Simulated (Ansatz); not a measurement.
## Ionic part of the dielectric constant of BeS at 12 GPa, mode by mode

Computed with Ansatz, DFT PBE, scalar-relativistic, plane waves, PAW. Cutoff 420 eV, 8×8×8 k-points (Γ-centred), fixed occupations. No spin polarisation. Phonons by linear response, acoustic sum rule imposed.

It takes space group F-43m (No. 216, cubic). The conventional cell has a = 4.707 Å, b = 4.707 Å, c = 4.707 Å, α = 90.00°, β = 90.00°, γ = 90.00°. Around Be (site symmetry -43m) lie 4 S at 2.04 Å. S (site symmetry -43m) is surrounded by 4 Be at 2.04 Å.

The primitive cell has V = 26.08 Å³ and ε∞,xx = 5.447. Each polar mode adds Δε = (4.92064×10⁷/V)·S/ν² along x, with S its oscillator strength in e²/amu, ν in cm⁻¹ and V in Å³.

Problem. From these modes, find each Δε and ε0,xx.
| ν (cm⁻¹) | S_xx (e²/amu) |
| --- | --- |
| 647.7 | 0.3164 |

Solution.
| ν (cm⁻¹) | Δε |
| --- | --- |
| 647.7 | 1.42 |

The sum is 1.423, so ε0,xx = 6.87; the run's tensor has 6.87.

Problem. Where do the longitudinal modes lie for a wave vector along x?

Solution. At 727 cm⁻¹. The Lyddane–Sachs–Teller product Π(ν_LO/ν_TO)² = 1.26 matches ε0/ε∞ = 1.26.

Cost: 1 run of about 0.16 core-minutes, on Intel Xeon 6975P-C (Granite Rapids) (shared hosts).